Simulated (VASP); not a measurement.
# BiTe (R-3m) in VASP: further runs

The runs below take BiTe through atomic charges, electron localisation function, single point, with PBE, LDA.

All numbers are computed with VASP 6.6.1; they aren't measurements. Logs are shortened: lines on timing, memory, paths and dates and some standing lists are left out, and cuts for length are marked.

## (1) The structure

Symmetry: R-3m, No. 166, trigonal system. Conventional cell: a = 4.845 Å, b = 4.845 Å, c = 9.952 Å, α = 90.00°, β = 90.00°, γ = 120.00°. Bi (site symmetry -3m) has 6 Te at 3.25 Å as nearest neighbours. Around Te (site symmetry -3m) lie 6 Bi at 3.25 Å.

The cell comes from a database or a generator and needn't be the stable form of this composition.

## (2) Atomic charges, PBE

INCAR

```
  PREC = Accurate
  ENCUT = 520
  EDIFF = 1E-6
  ISMEAR = 0
  SIGMA = 0.02
  LREAL = F
  LASPH = T
  NELM = 100
  ALGO = Normal
  ISIF = 2
  LWAVE = F
  LCHARG = F
  GGA = PE
  LORBIT = 11
```

KPOINTS

```
Automatic mesh
0
Gamma
  7 7 7
```

POSCAR

```
BiTe
1.0
    2.4227077728      1.3987509848      3.3172919545
   -2.4227077728      1.3987509848      3.3172919545
    0.0000000000     -2.7975019696      3.3172919545
Bi Te
1 1
Direct
    0.5000000000      0.5000000000      0.5000000000
    0.0000000000      0.0000000000      0.0000000000
```

Potentials or basis: VASP PAW PBE potentials, release 64 (Bi_d, Te).

Launch:

```
> cat potpaw_PBE.64/Bi_d/POTCAR potpaw_PBE.64/Te/POTCAR > POTCAR
> mpirun -np 1 vasp_std > vasp.out
```

OUTCAR:

```text
PREC = Accurate
   ENCUT = 520
   EDIFF = 1E-6
   ISMEAR = 0
   LREAL = F
   LASPH = T
   NELM = 100
   ISIF = 2
   GGA = PE
   LORBIT = 11

 ion  position               nearest neighbor table
   1  0.500  0.500  0.500-   2 3.25   2 3.25   2 3.25   2 3.25   2 3.25   2 3.25
   2  0.000  0.000  0.000-   1 3.25   1 3.25   1 3.25   1 3.25   1 3.25   1 3.25

  LATTYP: Found a trigonal (rhomboedric) cell.
 ALAT       =     4.3394058558
 COS(alpha) =     0.3765932224

  Lattice vectors:

 A1 = (   2.4227077728,   1.3987509848,   3.3172919545)
 A2 = (  -2.4227077728,   1.3987509848,   3.3172919545)
 A3 = (   0.0000000000,  -2.7975019696,   3.3172919545)

Analysis of symmetry for initial positions (statically):
=====================================================================
 Subroutine PRICEL returns:
 Original cell was already a primitive cell.

 Routine SETGRP: Setting up the symmetry group for a
 trigonal (rhombohedral) supercell.

 Subroutine GETGRP returns: Found 12 space group operations
 (whereof 12 operations were pure point group operations)
 out of a pool of 12 trial point group operations.

The static configuration has the point symmetry D_3d.

Analysis of symmetry for dynamics (positions and initial velocities):
=====================================================================
 Subroutine PRICEL returns:
 Original cell was already a primitive cell.

 Routine SETGRP: Setting up the symmetry group for a
 trigonal (rhombohedral) supercell.

 Subroutine GETGRP returns: Found 12 space group operations
 (whereof 12 operations were pure point group operations)
 out of a pool of 12 trial point group operations.

The dynamic configuration has the point symmetry D_3d.

 Subroutine INISYM returns: Found 12 space group operations
 (whereof 12 operations are pure point group operations),
 and found     1 'primitive' translations

----------------------------------------------------------------------------------------

                                     Primitive cell

  volume of cell :      67.4491

  direct lattice vectors                    reciprocal lattice vectors
     2.422707773  1.398750985  3.317291954     0.206380648  0.119153923  0.100483568
    -2.422707773  1.398750985  3.317291954    -0.206380648  0.119153923  0.100483568
     0.000000000 -2.797501970  3.317291954     0.000000000 -0.238307845  0.100483568

  length of vectors
     4.339405856  4.339405856  4.339405856     0.258626326  0.258626326  0.258626326

  position of ions in fractional coordinates (direct lattice)
     0.500000000  0.500000000  0.500000000
     0.000000000  0.000000000  0.000000000

  ion indices of the primitive-cell ions
   primitive index   ion index
                 1           1
                 2           2

----------------------------------------------------------------------------------------

 KPOINTS: Automatic mesh

Automatic generation of k-mesh.
 Grid dimensions read from file:
 generate k-points for:    7    7    7

 Generating k-lattice:

  Cartesian coordinates                     Fractional coordinates (reciprocal lattice)
     0.029482950  0.017021989  0.014354795     0.142857143  0.000000000  0.000000000
    -0.029482950  0.017021989  0.014354795     0.000000000  0.142857143  0.000000000
     0.000000000 -0.034043978  0.014354795     0.000000000  0.000000000  0.142857143

  Length of vectors
     0.036946618  0.036946618  0.036946618

  Shift w.r.t. Gamma in fractional coordinates (k-lattice)
     0.000000000  0.000000000  0.000000000

 Subroutine IBZKPT returns following result:
 ===========================================

 Found     44 irreducible k-points:

 Following reciprocal coordinates:
            Coordinates               Weight
  0.000000  0.000000  0.000000      1.000000
  0.142857 -0.000000  0.000000      6.000000
  0.285714 -0.000000  0.000000      6.000000
  0.428571 -0.000000  0.000000      6.000000
  0.142857  0.142857  0.000000      6.000000
  0.285714  0.142857  0.000000     12.000000
[... 16 lines left out ...]
  0.285714  0.285714  0.142857      6.000000
  0.428571  0.285714  0.142857     12.000000
 [... further k-points ...]
   k-points           NKPTS =     44   k-points in BZ     NKDIM =     44   number of bands    NBANDS=     14
   number of dos      NEDOS =    301   number of ions     NIONS =      2
   total plane-waves  NPLWV =  32768
   dimension x,y,z NGX =    32 NGY =   32 NGZ =   32
   dimension x,y,z NGXF=    64 NGYF=   64 NGZF=   64
   ions per type =               1   1
   NGX,Y,Z   is equivalent  to a cutoff of  12.26, 12.26, 12.26 a.u.
   NGXF,Y,Z  is equivalent  to a cutoff of  24.52, 24.52, 24.52 a.u.
 SYSTEM =  unknown system
   PREC   = accura    normal or accurate (medium, high low for compatibility)
   ISTART =      0    job   : 0-new  1-cont  2-samecut
   ICHARG =      2    charge: 1-file 2-atom 10-const
   ISPIN  =      1    spin polarized calculation?
   LNONCOLLINEAR =      F non collinear calculations
   LSORBIT =      F    spin-orbit coupling
   LASPH  =      T    aspherical Exc in radial PAW
   ENCUT  =  520.0 eV  38.22 Ry    6.18 a.u.   8.07  8.07  8.07*2*pi/ulx,y,z
   NELM   =    100;   NELMIN=  2; NELMDL= -5     # of ELM steps
   EDIFF  = 0.1E-05   stopping-criterion for ELM
   LREAL  =      F    real-space projection
   EDIFFG = 0.1E-04   stopping-criterion for IOM
   NSW    =      0    number of steps for IOM
   IBRION =     -1    ionic relax: 0-MD 1-quasi-New 2-CG
[... 8 lines left out ...]
   EMIN   =  10.00;   EMAX   =-10.00  energy-range for DOS
   EFERMI =   0.00;   METHOD = LEGACY
   ISMEAR =     0;   SIGMA  =   0.02  broadening in eV -4-tet -1-fermi 0-gaus
   EFERMI_NEDOS =   21; number of points for ismear=-14 and -15
   IALGO  =     38    algorithm
   IMIX   =      4    mixing-type and parameters
     AMIX     =   0.40;   BMIX     =  1.00
     AMIX_MAG =   1.60;   BMIX_MAG =  1.00
  volume/ion in A,a.u.               =      33.72       227.58
  Fermi-wavevector in a.u.,A,eV,Ry     =   1.109573  2.096789 16.750837  1.231152
  Thomas-Fermi vector in A             =   2.246114
   LORBIT       =     11    0 simple, 1 ext, 2 COOP (PROOUT), +10 PAW based schemes
   GGA     = PE    functional components
   LHFCALC =     F    Hartree Fock is set to
   AEXX    =    0.0000 exact exchange contribution
   IVDW    =     0    specifies the selected vdW correction
   LEPSILON=     F    determine dielectric tensor
   LRPA    =     F    only Hartree local field effects (RPA)
 non-spin polarized calculation
 Gauss-broadening in eV      SIGMA  =   0.02
  energy-cutoff  :      520.00
  volume of cell :       67.45
 maximum number of plane-waves:      1827
   NGX = 17   NGY = 17   NGZ = 17

 number of electron      20.9999996 magnetization

 Free energy of the ion-electron system (eV)
  ---------------------------------------------------
  ext. energy  EPLUGINS =         0.00000000
  ---------------------------------------------------
  free energy    TOTEN  =        -7.16992868 eV

  energy without entropy =       -7.16980075  energy(sigma->0) =       -7.16986472

 E-fermi :   6.7238     XC(G=0):  -9.4773

 val. band max:        6.6544952801   @ k =  -0.4286   0.2857   0.2857
 cond. band min:       6.7284359289   @ k =   0.2857   0.2857   0.2857
 fundamental gap:      0.0739406488
 Fermi energy:         6.7238295050

 k-point     1 :       0.0000    0.0000    0.0000
  band No.  band energies     occupation
      1     -16.5773      2.00000
      2     -16.5773      2.00000
      3     -16.5577      2.00000
      4     -16.5577      2.00000
      5     -16.5407      2.00000
      6      -6.8097      2.00000
      7      -1.6029      2.00000
      8       3.7621      2.00000
      9       3.7621      2.00000
     10       5.0676      2.00000
     11       8.5497      0.00000
     12       9.1768      0.00000
     13       9.1768      0.00000
     14      10.7418      0.00000

 k-point     2 :       0.1429   -0.0000    0.0000
  band No.  band energies     occupation
      1     -16.5772      2.00000
      2     -16.5769      2.00000
      3     -16.5587      2.00000
      4     -16.5563      2.00000
      5     -16.5403      2.00000
      6      -6.6362      2.00000
      7      -2.0378      2.00000
      8       3.8776      2.00000
      9       4.0276      2.00000
     10       4.9958      2.00000
     11       7.9319      0.00000
     12       8.4727      0.00000
     13       8.5957      0.00000
     14      11.0267      0.00000

 k-point     3 :       0.2857   -0.0000    0.0000
  band No.  band energies     occupation
      1     -16.5773      2.00000
      2     -16.5762      2.00000
      3     -16.5607      2.00000
      4     -16.5535      2.00000
      5     -16.5389      2.00000
      6      -6.1243      2.00000
      7      -3.0566      2.00000
      8       4.2184      2.00000
      9       4.5019      2.00000
     10       5.0737      2.00000
     11       6.7934      0.00000
     12       7.2497      0.00000
     13       7.7462      0.00000
     14      11.8424      0.00000
[... 324 lines left out ...]
 k-point    23 :       0.2857    0.2857    0.1429
  band No.  band energies     occupation
      1     -16.5802      2.00000
      2     -16.5772      2.00000
      3     -16.5563      2.00000
      4     -16.5489      2.00000
      5     -16.5409      2.00000
      6      -6.0824      2.00000
      7      -2.5709      2.00000
      8       3.1335      2.00000
      9       4.0418      2.00000
     10       4.5105      2.00000
     11       6.3000      2.00000
     12       7.9297      0.00000
     13       8.3613      0.00000
     14      10.3933      0.00000

 k-point    24 :       0.4286    0.2857    0.1429
  band No.  band energies     occupation
      1     -16.5812      2.00000
      2     -16.5768      2.00000
      3     -16.5570      2.00000
      4     -16.5469      2.00000
      5     -16.5395      2.00000
      6      -5.5940      2.00000
      7      -3.1966      2.00000
      8       2.8453      2.00000
      9       3.3484      2.00000
     10       4.2187      2.00000
     11       6.8925      0.00000
     12       7.3529      0.00000
     13       9.5481      0.00000
     14      10.4286      0.00000

 [... further k-points ...]
[... 5 lines left out ...]
  --------------------------------------------------------------------------------------
  -------------------------------------------------------------------------------------
  Total        0.0835184      0.0835184     -0.0201197      0.0000000     -0.0000000      0.0000000
  in kB        1.9838848      1.9838848     -0.4779203      0.0000000     -0.0000000      0.0000000
  external PRESSURE =       1.1632831 kB  Pullay stress =       0.0000000 kB

 VOLUME and BASIS-vectors are now :
 -----------------------------------------------------------------------------
  energy-cutoff  :      520.00
  volume of cell :       67.45
      direct lattice vectors                 reciprocal lattice vectors
     2.422707773  1.398750985  3.317291954     0.206380648  0.119153923  0.100483568
    -2.422707773  1.398750985  3.317291954    -0.206380648  0.119153923  0.100483568
     0.000000000 -2.797501970  3.317291954     0.000000000 -0.238307845  0.100483568

 POSITION                                       TOTAL-FORCE (eV/Angst)
 -----------------------------------------------------------------------------------
      0.00000      0.00000      4.97594         0.000000      0.000000     -0.000000
      0.00000      0.00000      0.00000         0.000000     -0.000000      0.000000
 -----------------------------------------------------------------------------------
    total drift:                               -0.000000      0.000000     -0.000000

  FREE ENERGIE OF THE ION-ELECTRON SYSTEM (eV)
  ---------------------------------------------------
  free  energy   TOTEN  =        -7.1699286847 eV

  energy  without entropy=       -7.1698007475  energy(sigma->0) =       -7.16986472

 total charge

# of ion       s       p       d       tot
------------------------------------------
    1        1.577   1.178   9.924  12.678
    2        1.414   1.877   0.034   3.325
--------------------------------------------------
tot          2.991   3.055   9.957  16.003
```

Run time: 17 s. Hardware: 1 thread of Intel Xeon Platinum 8488C (Sapphire Rapids), shared host; peak memory 0.19 GiB.

Results:

```yaml
Free_energy: -7.1699 eV
Pressure: 0.1 GPa
Band_gap_on_the_k_mesh: none (metal or under the smearing width)
Valence_electrons_inside_the_program's_atomic_spheres: Bi 12.68; Te 3.33
```

Stress tensor (GPa, compression positive):
```
 0.20  0.00  0.00
 0.00  0.20  0.00
 0.00  0.00 -0.05
```

Levels at points of the mesh, in eV from the Fermi level:
```csv
k point,band 6,band 7,band 8,band 9,band 10,band 11,band 12,band 13,band 14
"(0.00, 0.00, 0.00)",-13.53,-8.33,-2.96,-2.96,-1.66,1.83,2.45,2.45,4.02
```

Caveat: spin-orbit coupling is left out, which moves the levels of the heavy elements.

## (3) Electron localisation function, PBE

INCAR

```
PREC = Accurate
ENCUT = 520
EDIFF = 1E-6
ISMEAR = 0
SIGMA = 0.02
LREAL = F
LASPH = T
NELM = 80
ALGO = Normal
ISIF = 2
LWAVE = F
LCHARG = T
GGA = PE
LELF = T
```

KPOINTS

```
regular mesh
0
Gamma
  7 7 7
```

POSCAR is that of step 2.

Potentials or basis: VASP PAW PBE potentials, release 64 (Bi_d, Te).

Launch:

```
> cat potpaw_PBE.64/Bi_d/POTCAR potpaw_PBE.64/Te/POTCAR > POTCAR
> mpirun -np 1 vasp_std > vasp.out
```

Run time: 20 s. Hardware: 1 thread of Intel Xeon Platinum 8488C (Sapphire Rapids), shared host; peak memory 0.19 GiB.

The run converged. Its results:

```
Free energy            : -7.1699 eV
Pressure               : 0.1 GPa
Band gap on the k mesh : none (metal or under the smearing width)
```

Stress tensor (GPa, compression positive):
```
 0.20  0.00  0.00
 0.00  0.20  0.00
 0.00  0.00 -0.05
```

Levels at points of the mesh, in eV from the Fermi level:
```csv
k point,band 7,band 8,band 9,band 10,band 11,band 12,band 13,band 14
"(0.00, 0.00, 0.00)",-8.33,-2.96,-2.96,-1.66,1.83,2.45,2.45,4.02
```

Caveat: spin-orbit coupling is left out, which moves the levels of the heavy elements.

## (4) Single point, PBE

INCAR

```
SYSTEM = BiTe
PREC = Accurate ; ENCUT = 450
EDIFF = 1E-7 ; ISMEAR = 0
SIGMA = 0.02 ; LREAL = .FALSE.
LASPH = .TRUE. ; NELM = 60
ALGO = Normal ; ISIF = 2
LWAVE = .FALSE. ; LCHARG = .TRUE.
GGA = PE ; LELF = .TRUE.
LVHAR = .TRUE. ; NBANDS = 18
```

KPOINTS

```
Automatic mesh
0
G
  4 4 4
  0 0 0
```

POSCAR is that of step 3.

Potentials or basis: VASP PAW PBE potentials, release 64 (Bi_d_GW, Te_GW).

Launch:

```
> cat potpaw_PBE.64/Bi_d_GW/POTCAR potpaw_PBE.64/Te_GW/POTCAR > POTCAR
> mpirun -np 1 vasp_std > vasp.out
```

It took 10 s on 1 thread of Intel Xeon 6975P-C (Granite Rapids), shared host; peak memory 0.18 GiB.

It converged, with:

| Item | Value |
| --- | --- |
| Free energy | -7.2077 eV |
| Pressure | -0.3 GPa |
| Band gap on the k mesh | none (metal or under the smearing width) |

Stress tensor (GPa, compression positive):
```
-0.40  0.00  0.00
 0.00 -0.40  0.00
 0.00  0.00 -0.08
```

Levels at points of the mesh, in eV from the Fermi level:
```tsv
k point	band 9	band 10	band 11	band 12	band 13	band 14
(0.00, 0.00, 0.00)	-3.02	-3.02	-1.71	1.78	2.41	2.41
(0.50, 0.00, 0.00)	-1.97	-1.92	-1.14	-1.05	-0.70	0.21
(0.50, 0.50, 0.00)	-5.70	-4.59	-3.40	2.33	2.96	3.48
(0.50, 0.50, 0.50)	-2.46	-2.46	-2.33	-1.66	-1.36	-1.36
```

Caveat: the k mesh is coarse (spacing up to 0.41 Å⁻¹), so the values aren't converged; spin-orbit coupling is left out, which moves the levels of the heavy elements.

## (5) Atomic charges, LDA

INCAR

```
SYSTEM = BiTe
  ALGO = Fast
  EDIFF = 1E-6
  ENCUT = 520
  ISIF = 2
  ISMEAR = 0
  LASPH = .True.
  LCHARG = .False.
  LORBIT = 10
  LREAL = .False.
  LWAVE = .False.
  NELM = 60
  PREC = Accurate
  SIGMA = 0.02
```

KPOINTS

```
k-points
0
Gamma
  7 7 7
  0 0 0
```

POSCAR is that of step 4.

Potentials or basis: VASP PAW LDA potentials, release 64 (Bi_d, Te).

Launch:

```
> cat potpaw_LDA.64/Bi_d/POTCAR potpaw_LDA.64/Te/POTCAR > POTCAR
> mpirun -np 1 vasp_std > vasp.out
```

Wall time 29 s (1 thread of Intel Xeon Platinum 8259CL at 2.50GHz (Skylake/Cascade Lake), shared host); peak memory 0.18 GiB.

It converged, with:

```yaml
Free_energy: -8.4748 eV
Pressure: -3.3 GPa
Band_gap_on_the_k_mesh: none (metal or under the smearing width)
Valence_electrons_inside_the_program's_atomic_spheres: Bi 12.69; Te 3.33
```

Stress tensor (GPa, compression positive):
```
-3.44  0.00  0.00
 0.00 -3.44  0.00
 0.00  0.00 -3.13
```

Levels at points of the mesh, in eV from the Fermi level:
```csv
k point,band 7,band 8,band 9,band 10,band 11,band 12,band 13,band 14
"(0.00, 0.00, 0.00)",-8.35,-2.93,-2.93,-1.62,1.81,2.42,2.42,4.05
```

Caveat: spin-orbit coupling is left out, which moves the levels of the heavy elements.

## (6) Electron localisation function, LDA

INCAR

```
SYSTEM = BiTe
PREC = Accurate
ENCUT = 520
EDIFF = 1E-6
ISMEAR = 0
SIGMA = 0.02
LREAL = .False.
LASPH = .True.
NELM = 80
ALGO = Normal
ISIF = 2
LWAVE = .False.
LCHARG = .True.
LELF = .True.
```

KPOINTS

```
regular mesh
0
Gamma
  7 7 7
  0 0 0
```

POSCAR is that of step 5.

Potentials or basis: VASP PAW LDA potentials, release 64 (Bi_d, Te).

Launch:

```
> cat potpaw_LDA.64/Bi_d/POTCAR potpaw_LDA.64/Te/POTCAR > POTCAR
> mpirun -np 1 vasp_std > vasp.out
```

Run time: 29 s. Hardware: 1 thread of Intel Xeon Platinum 8259CL at 2.50GHz (Skylake/Cascade Lake), shared host; peak memory 0.17 GiB.

The run converged. Its results:

```
Free energy            : -8.4748 eV
Pressure               : -3.4 GPa
Band gap on the k mesh : none (metal or under the smearing width)
```

Stress tensor (GPa, compression positive):
```
-3.46  0.00  0.00
 0.00 -3.46  0.00
 0.00  0.00 -3.14
```

Levels at points of the mesh, in eV from the Fermi level:
```tsv
k point	band 7	band 8	band 9	band 10	band 11	band 12	band 13	band 14
(0.00, 0.00, 0.00)	-8.36	-2.94	-2.94	-1.62	1.81	2.42	2.42	4.05
```

Caveat: spin-orbit coupling is left out, which moves the levels of the heavy elements.

## (7) The reference run

An earlier run on the cell as given: functional PBE; potentials or basis VASP PAW PBE potentials, release 64 (Bi_d, Te); cutoff 520 eV; k mesh 7 × 7 × 7; occupations fermi-dirac, width 0.05 eV; no spin polarisation.

- Pressure: 0.1 GPa
- Band gap on the k mesh: none (metal or under the smearing width)

## (8) Summary

```csv
task,level,potentials or basis,k mesh,cutoff (eV),smearing,mesh quality,gap on the mesh (eV),pressure (GPa)
atomic charges,PBE,"VASP PAW PBE potentials, release 64 (Bi_d, Te)",7 × 7 × 7,520,gaussian 0.02 eV,not flagged,none,0.1
electron localisation function,PBE,"VASP PAW PBE potentials, release 64 (Bi_d, Te)",7 × 7 × 7,520,gaussian 0.02 eV,not flagged,none,0.1
single point,PBE,"VASP PAW PBE potentials, release 64 (Bi_d_GW, Te_GW)",4 × 4 × 4,450,gaussian 0.02 eV,coarse,none,-0.3
atomic charges,LDA,"VASP PAW LDA potentials, release 64 (Bi_d, Te)",7 × 7 × 7,520,gaussian 0.02 eV,not flagged,none,-3.3
electron localisation function,LDA,"VASP PAW LDA potentials, release 64 (Bi_d, Te)",7 × 7 × 7,520,gaussian 0.02 eV,not flagged,none,-3.4
single point,PBE,"VASP PAW PBE potentials, release 64 (Bi_d, Te)",7 × 7 × 7,520,fermi-dirac 0.05 eV,not flagged,none,0.1
```

Alike in all rows: no spin polarisation; cell as given.

Caveats: some runs use coarse meshes; spin-orbit coupling is left out, which moves the levels of the heavy elements.

Total energies depend on the potentials used, so only differences within one code and one set of settings carry meaning.
